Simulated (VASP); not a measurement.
**CaSe in VASP: one cell, several levels of theory**

One table from this session's results is given with a row withheld; the runs are named, their logs left out.

Program: VASP 6.6.1. PAW datasets, plane waves. No spin polarisation. The prototype was imposed, so other structures may be more stable.

## Starting point

The cell comes from an earlier relaxation with r2SCAN in another program.

The symmetry is F-43m (No. 216, cubic); conventional cell a = 6.559 Å, 35.27 Å³ an atom. Ca has 4 Se at 2.84 Å; Se has 4 Ca at 2.84 Å.

As a file:

```cif
data_structure
_symmetry_space_group_name_H-M 'F-43m'
_symmetry_Int_Tables_number 216
_cell_length_a 6.5591
_cell_length_b 6.5591
_cell_length_c 6.5591
_cell_angle_alpha 90.000
_cell_angle_beta 90.000
_cell_angle_gamma 90.000
_cell_volume 282.19
loop_
_atom_site_label
_atom_site_type_symbol
_atom_site_symmetry_multiplicity
_atom_site_Wyckoff_symbol
_atom_site_fract_x
_atom_site_fract_y
_atom_site_fract_z
_atom_site_occupancy
Ca1 Ca 4 a 0.00000 0.00000 0.00000 1
Se1 Se 4 d 0.25000 0.25000 0.75000 1
```

Set-up of the first run:

Input file INCAR:

```
ENCUT = 520.000000
SIGMA = 0.020000
EDIFF = 1.00e-07
GGA = PE
PREC = Accurate
IBRION = -1
ISIF = 2
ISMEAR = -1
NBANDS = 15
NELM = 120
NSW = 0
LASPH = .TRUE.
LCHARG = .FALSE.
LWAVE = .FALSE.
LREAL = .FALSE.
```

Input file KPOINTS:

```
KPOINTS created by Atomic Simulation Environment
0
Gamma
6 6 6
0 0 0
```

Input file KPOINTS_OPT:

```
special points
7
Reciprocal
0.0000000000 0.0000000000 0.0000000000 1
0.5000000000 0.0000000000 0.5000000000 1
0.5000000000 0.2500000000 0.7500000000 1
0.3750000000 0.3750000000 0.7500000000 1
0.5000000000 0.5000000000 0.5000000000 1
0.6250000000 0.2500000000 0.6250000000 1
0.2625000000 0.2625000000 0.5250000000 1
```

Input file POSCAR:

```
Ca Se
 1.0000000000000000
     0.0000000000000000    3.2795613700259110    3.2795613700259110
     3.2795613700259110    0.0000000000000000    3.2795613700259110
     3.2795613700259110    3.2795613700259110    0.0000000000000000
 Ca  Se
   1   1
Cartesian
  0.0000000000000000  0.0000000000000000  0.0000000000000000
  1.6397806850129553  1.6397806850129553  1.6397806850129553
```

The run uses the recommended PBE PAW datasets (16 valence electrons a neutral cell).

Among the steps run: PBE at this geometry; Single point with r2SCAN; LDA at this geometry; Single point with PBEsol; Single point with PBE+SOC; Linear response to a field, PBE; GW on PBE orbitals, 210 empty bands.

One of the session's tables, all rows but one given; the rest of the session is left out.

| level | gap (eV) | pressure (GPa) | Ansatz: gap (eV) | Ansatz: pressure (GPa) |
| --- | --- | --- | --- | --- |
| PBE | 3.20 | 0.55 | 3.20 | 0.45 |
| r2SCAN | 3.68 | 0.18 | 3.70 | 0.00 |
| LDA | 2.95 | -2.03 | 2.93 | -2.17 |
| PBEsol | ? | ? | ? | ? |
| PBE+SOC | 3.12 | 0.56 | 3.12 | 0.45 |

Q: Estimate the row for PBEsol from the others.

As computed: gap (eV): 3.05; pressure (GPa): -0.75; Ansatz: gap (eV): 3.05; Ansatz: pressure (GPa): -0.87. In the column «gap (eV)» it lies between LDA (2.95) and PBE+SOC (3.12).
